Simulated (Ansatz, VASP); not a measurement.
## Li: VASP beside Ansatz

The input INCAR:

```
SYSTEM = Li
ALGO = Fast
EDIFF = 1E-6
EDIFFG = -0.01
ENCUT = 600
IBRION = 2
ISIF = 3
ISMEAR = -1
LASPH = .True.
LCHARG = .False.
LREAL = .False.
LWAVE = .False.
NELM = 100
NSW = 60
PREC = Accurate
SIGMA = 0.05
```

File KPOINTS:

```
k-points
0
Gamma
  11 11 11
  0 0 0
```

Contents of POSCAR:

```
Li
1.0
   -1.7546500000      1.7546500000      1.7546500000
    1.7546500000     -1.7546500000      1.7546500000
    1.7546500000      1.7546500000     -1.7546500000
Li
1
Direct
    0.0000000000      0.0000000000      0.0000000000
```

The input input.yaml:

```yaml
crystal:
  lattice:
    - [-1.75465, 1.75465, 1.75465]
    - [1.75465, -1.75465, 1.75465]
    - [1.75465, 1.75465, -1.75465]
  atoms:
    - { symbol: Li, position: [0.0, 0.0, 0.0] }
hamiltonian:
  xc: lda
  pseudopotentials: { kind: paw }
kpoints:
  mp_grid: { grid: [11, 11, 11] }
scf:
  occupations: { method: fermi_dirac, width: 0.05 }
output:
  forces: true
  stress: true
  eigenvalues: true
relax:
  f_tol: 0.01
  max_steps: 40
  cell: { stress_tol: 0.05 }
```

Alike in both runs: task relaxation of cell and atoms; functional LDA; k mesh 11 × 11 × 11; occupations fermi-dirac, width 0.05 eV; no spin polarisation.

```csv
,VASP,Ansatz
version,VASP 6.6.1,Ansatz 0.2.0
potentials or method,"VASP PAW LDA potentials, release 64 (Li_sv)",Ansatz PAW
plane-wave cutoff (eV),600,420
valence electrons in the cell,3,3
```

Ansatz gave:

- gap on the k mesh at the Fermi level, each at its own relaxed structure (eV): none
- relaxed volume (Å³/atom): 19.02
- relaxed cell length with the largest relative difference (Å): 2.912
- energy change over the relaxation (meV/atom): -14

**Question.** Estimate VASP's values.

**Answer.** gap on the k mesh at the Fermi level, each at its own relaxed structure (eV): none; relaxed volume (Å³/atom): 18.80; relaxed cell length with the largest relative difference (Å): 2.901; energy change over the relaxation (meV/atom): -17.

A gap of «none» marks a metal or a gap that the smearing closes.

Caveats: the cutoff is under 1.25 times the usual one of these potentials, so pressure, stress and relaxed cells hold a basis-set (Pulay) error (VASP); the volume moved by -13 % from the deposited cell, more than functionals usually miss (VASP); the plane-wave basis is chosen anew once the cell has moved, so the energies of steps on either side of that aren't comparable (Ansatz). Zero-point motion and thermal expansion aren't in these numbers.
